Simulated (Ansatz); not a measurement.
Runs of Ansatz 0.2.0 on C. It takes space group Fd-3m (No. 227, cubic). Conventional cell: a = 3.567 Å, b = 3.567 Å, c = 3.567 Å, α = 90.00°, β = 90.00°, γ = 90.00°. C (site symmetry -43m) has 4 C at 1.54 Å as nearest neighbours. This isn't the form of C at room conditions, which is graphite.

| task | level | potentials or basis | spin | cell | k mesh | cutoff (eV) | smearing | points for each segment of the path | other keys | mesh quality | gap on the mesh (eV) | pressure (GPa) | moment (μB) |
| --- | --- | --- | --- | --- | --- | --- | --- | --- | --- | --- | --- | --- | --- |
| density of states | BLYP+D3(BJ) | SSSP precision PAW | collinear, antiferromagnetic start | as given | 13 × 13 × 13 | 612 | cold 0.15 eV | - | - | not flagged | 4.47 | 1.4 | 0.00 |
| ladder of functionals | LDA | SSSP efficiency PAW | collinear, random start | as given | 13 × 13 × 13 | 612 | tetrahedron | - | scf.mixing.preconditioner = resta; scf.mixing.algorithm = broyden; … | not flagged | 4.12 | (a) | 0.00 |
| single point | B3LYP | Ansatz PAW | off | cell strained at random at fixed volume | 7 × 7 × 7 | 420 | fermi-dirac 0.05 eV | - | scf.mixing.algorithm = msr1; scf.mixing.beta = 0.5 | coarse | 5.32 | 1.1 | - |
| band structure | PBEsol0 | PseudoDojo stringent (PBEsol files) | off | as given | 7 × 7 × 7 | 1116 | fixed | 4 | - | coarse | (b) | -6.9 | - |

Problem. Estimate the missing entries.

Solution. (a) -12.4; (b) 6.04.

Caveats: some runs use coarse meshes; odd divisions of the mesh miss points on the zone boundary, where band edges often lie, so the gap on the mesh can be too wide (some runs); the starting moments weren't kept (some runs); the thresholds are loose for stress (some runs); with tetrahedron occupations forces and stress needn't match the slope of the energy (some runs); the PAW data sets come from PBE, with cores solved anew for the run's functional, which leaves a small shift of forces and pressure (some runs); the k mesh misses the band edges, so the gap on the mesh is wider than the one along the path (some runs); the potentials were made for another functional, which shifts forces and pressure (some runs).

Runs at the PBE level aren't shown here.
